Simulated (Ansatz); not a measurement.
**Sc2Al: properties at the relaxed cell**

The task here is to estimate one member of a computed series from the others.

Program: Ansatz 0.2.0. Level of theory: DFT r2SCAN, scalar-relativistic, plane waves, PAW. These are calculated values, not measurements.

1 further run of the same task is left out (set aside as unsound or not needed).

### The system as given

The structure is hexagonal, space group P6_3/mmc (No. 194). The conventional cell has a = 4.888 Å, b = 4.888 Å, c = 6.163 Å, α = 90.00°, β = 90.00°, γ = 120.00°. Sc (site symmetry -3m) is surrounded by 8 Sc at 3.08 to 3.22 Å and 6 Al at 3.22 Å. Around Sc (site symmetry -6m2) lie 5 Al at 2.82 to 3.08 Å and 6 Sc at 3.22 Å. Al (site symmetry -6m2) is surrounded by 11 Sc at 2.82 to 3.22 Å.

Structure file:

```
Sc Al
1.0
     4.88803    0.00000    0.00000
    -2.44401    4.23316    0.00000
     0.00000    0.00000    6.16332
Sc Al
4 2
Direct
  0.00000 0.00000 0.00000
  0.00000 0.00000 0.50000
  0.33333 0.66667 0.75000
  0.66667 0.33333 0.25000
  0.33333 0.66667 0.25000
  0.66667 0.33333 0.75000
```

It goes back to an entry of the Materials Project, which need not be the stable form.

It is the result of an earlier relaxation at this level (volume 21.26 Å³/atom; gap on the mesh: none (metal)).

Set-up of the first run:

Contents of input.yaml:

```yaml
crystal:
  lattice:
    - [4.8880285217, 0.0, 0.0]
    - [-2.4440142608, 4.2331568743, 0.0]
    - [0.0, 0.0, 6.1633237627]
  atoms:
    - { symbol: Sc, position: [0.0, 0.0, 0.0] }
    - { symbol: Sc, position: [0.0, 0.0, 0.5] }
    - { symbol: Sc, position: [0.3333333333, 0.6666666667, 0.75] }
    - { symbol: Sc, position: [0.6666666667, 0.3333333333, 0.25] }
    - { symbol: Al, position: [0.3333333333, 0.6666666667, 0.25] }
    - { symbol: Al, position: [0.6666666667, 0.3333333333, 0.75] }
basis:
  ecutwfc: 500
kpoints:
  mp_grid: { grid: [12, 12, 6] }
  band_path:
    path:
      - [[0.0, 0.0, 0.0], [0.5, 0.0, 0.0], [0.33333333, 0.33333333, 0.0], [0.0, 0.0, 0.0], [0.0, 0.0, 0.5], [0.5, 0.0, 0.5], [0.33333333, 0.33333333, 0.5], [0.0, 0.0, 0.5]]
      - [[0.5, 0.0, 0.5], [0.5, 0.0, 0.0]]
      - [[0.33333333, 0.33333333, 0.5], [0.33333333, 0.33333333, 0.0]]
    npoints: 14
hamiltonian:
  xc: r2scan
scf:
  occupations: { method: gaussian, width: 0.1 }
  n_extra_bands: 15
output:
  forces: true
  stress: true
  eigenvalues: true
  populations: true
  dos: { projected: true, de: 0.02, nscf_kmesh: { grid: [18, 18, 9] } }
  bader: true
  write_density: true
  write_potential: true
  elf: true
  volumetric_format: npy
```

Launch:

```sh
$ ansatz run input.yaml --threads 1 --pin off --max-ram 2560MiB --backend cpu --events-out ev --progress --plain --runs-dir out
```

Steps of the session up to this table: Bands, states and charges; The cell as listed, for comparison; Point at V/V0 = 0.97; Volume × 1.03; Point at V/V0 = 0.94; Volume × 1.06; Point at V/V0 = 0.91; The cell scaled to 1.10 of its volume; The cell scaled to 0.88 of its volume.

One of the session's tables, all rows but one given; the rest of the session is left out.

It belongs to the step «Equation of state». 

```
volume (Å³/atom)  energy above the lowest point (meV/atom)  pressure (GPa)
          18.704                                      85.3           11.86
          19.342                                      45.5            8.24
          19.980                                      19.2            5.10
          20.617                                       4.5            2.37
          21.255                                       0.0            0.00
          21.893                                       4.3           -2.06
          22.530                                         ?               ?
          23.381                                      42.2           -5.87
```

Estimate the missing values for volume (Å³/atom) = 22.530.

Worked estimate for «energy above the lowest point (meV/atom)». A straight line through the neighbours (21.893, 4.3) and (23.381, 42.2) gives 4.3 + (42.2 − 4.3) × (22.530 − 21.893) / (23.381 − 21.893) = 20.5; a parabola fitted to 3 rows on both sides gives 15.7.

The run gave: energy above the lowest point (meV/atom): 16.2; pressure (GPa): -3.86. In «energy above the lowest point (meV/atom)» the line misses by +4.3 and the parabola by -0.5.
